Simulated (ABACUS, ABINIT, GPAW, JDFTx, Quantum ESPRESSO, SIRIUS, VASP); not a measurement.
GaAs: equilibrium volume by level of theory

It takes space group F-43m (No. 216, cubic). The conventional cell has a = 5.654 Å, b = 5.654 Å, c = 5.654 Å, α = 90.00°, β = 90.00°, γ = 90.00°. Around As (site symmetry -43m) lie 4 Ga at 2.45 Å. Ga (site symmetry -43m) is surrounded by 4 As at 2.45 Å.

| rung | level | program and potentials | cutoff (eV) | k mesh | smearing | task | equilibrium volume (Å³/atom) | miss | notes |
| --- | --- | --- | --- | --- | --- | --- | --- | --- | --- |
| LDA | LDA | ABINIT, PseudoDojo NC SR LDA v0.4.1 standard | 1088 | 6 × 6 × 6 | fermi-dirac 0.05 | relaxation of cell and atoms | 21.96 | -2.7 % | 14 valence electrons an atom on average |
| GGA + dispersion | BLYP+D3(BJ) | GPAW, PAW data sets generated for this functional | 600 | 8 × 8 × 8 | fermi-dirac 0.05 | equation of state | 23.18 | +2.7 % | - |
| GGA + dispersion | BLYP+D4 | VASP, PBE PAW files As, Ga_d, 600 eV | 600 | 8 × 8 × 8 | fermi-dirac 0.05 | relaxation of cell and atoms | (a) | ? | potentials made for PBE; 9 valence electrons an atom on average |
| GGA | PBE | Quantum ESPRESSO, SSSP 1.3 efficiency PBE | 952 | 8 × 8 × 8 | fermi-dirac 0.05 | equation of state | 23.76 | +5.2 % | - |
| GGA | PBE | SIRIUS, PseudoDojo 0.4.1 PBE standard (scalar relativistic) | 1152 | 8 × 8 × 8 | fermi-dirac 0.05 | equation of state | 23.74 | +5.1 % | - |
| GGA | PBE | VASP, PBE PAW files As, Ga_d, 520 eV | 520 | 8 × 8 × 8 | fermi-dirac 0.05 | equation of state | 23.77 | +5.3 % | - |
| GGA + dispersion | PBE+D3(BJ) | JDFTx, PseudoDojo-SR-PBE-0.5-standard | 1143 | 8 × 8 × 8 | fermi-dirac 0.05 | relaxation of cell and atoms | (b) | ? | 14 valence electrons an atom on average |
| GGA + dispersion | PBEsol+D4 | VASP, PBE PAW files As, Ga_d, 600 eV | 600 | 8 × 8 × 8 | fermi-dirac 0.05 | relaxation of cell and atoms | 22.19 | -1.7 % | potentials made for PBE; 9 valence electrons an atom on average |
| GGA | PW91 | ABACUS, GBRV ultrasoft 1.5 PBE, plane waves | 544 | 6 × 6 × 6 | fermi-dirac 0.05 | equation of state | 23.74 | +5.1 % | potentials made for PBE; fit through 4 volumes |
| GGA | revPBE | VASP, PBE PAW files As, Ga_d, 600 eV | 600 | 8 × 8 × 8 | fermi-dirac 0.05 | relaxation of cell and atoms | (c) | ? | potentials made for PBE; 9 valence electrons an atom on average |
| GGA + dispersion | revPBE+D4 | GPAW, the program's PAW data sets (release 1.2.1) made for this functional | 600 | 8 × 8 × 8 | fermi-dirac 0.05 | equation of state | 22.73 | +0.7 % | far from this level's other runs, cause not traced |
| meta-GGA + dispersion | r2SCAN+D4 | VASP, PBE PAW files As, Ga_d, 600 eV | 600 | 8 × 8 × 8 | gaussian 0.05 | relaxation of cell and atoms | 22.48 | -0.4 % | potentials made for PBE; 9 valence electrons an atom on average |

All rows: no spin polarisation. Smearing widths are in eV. Meshes differ between rows, which moves values too. Meshes are those of the run's cell of 2 atoms unless a note names another. Relaxations start from the cell shown or near it and stop with a little pressure left. Misses use the values as printed. Runs on faulty files, with rough fits or with known faults for this quantity aren't shown. No row holds spin-orbit coupling.

Measured: 22.58 Å³/atom at 298 K (a printed reference work). The runs are for a static lattice.

**Question.** Estimate the values left out from the other rows.

**Answer.** (a) 22.96 Å³/atom, miss +1.7 %; (b) 22.88 Å³/atom, miss +1.3 %; (c) 24.30 Å³/atom, miss +7.6 %.
